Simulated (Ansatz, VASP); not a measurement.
**As in VASP and in Ansatz**

The input INCAR:

```
ALGO = Normal
EDIFF = 1E-6
ENCUT = 520
GGA = CA
ISIF = 2
ISMEAR = 1
LASPH = T
LCHARG = T
LELF = T
LREAL = F
LVHAR = T
LWAVE = F
NBANDS = 8
NELM = 80
PREC = Accurate
SIGMA = 0.1
```

File KPOINTS:

```
k-points
0
Gamma
  7 7 7
```

File POSCAR:

```
As
1.0
    2.7036817400      0.0000000000      0.0000000000
    0.0000000000      2.7036817400      0.0000000000
    0.0000000000      0.0000000000      2.7036817400
As
1
Direct
    0.5000000000      0.5000000000      0.5000000000
```

Input for Ansatz:

```yaml
crystal:
  lattice:
    - [2.70368174, 0.0, 0.0]
    - [0.0, 2.70368174, 0.0]
    - [0.0, 0.0, 2.70368174]
  atoms:
    - { symbol: As, position: [0.5, 0.5, 0.5] }
basis:
  ecutwfc: 530.0
  ecutrho_ratio: 8
kpoints:
  mp_grid:
    grid: [7, 7, 7]
hamiltonian:
  xc: lda
  pseudopotentials:
    kind: paw
scf:
  max_iter: 200
  n_extra_bands: 16
  convergence:
    dr2_threshold: 1.0e-09
  mixing:
    algorithm: broyden
  occupations:
    method: cold
    width: 0.1
output:
  forces: true
  stress: true
```

This isn't the form of As at room conditions, which is rhombohedral.

Alike in both runs: task single point; functional LDA; k mesh 7 × 7 × 7; no spin polarisation.

|  | VASP | Ansatz |
| --- | --- | --- |
| version | VASP 6.6.1 | Ansatz 0.2.0 |
| potentials or method | VASP PAW LDA potentials, release 64 (As) | plane waves, PAW |
| plane-wave cutoff (eV) | 520 | 530 |
| occupations | methfessel-paxton of order 1, width 0.1 eV | cold, width 0.1 eV |
| valence electrons in the cell | 5 | 15 |

```tsv
	VASP	Ansatz	Ansatz less VASP
pressure (GPa)	-2.6	-2.9	-0.28
```

The two sets of potentials don't hold the same shells in valence. Ansatz warned: «stress_scf_threshold_loose».
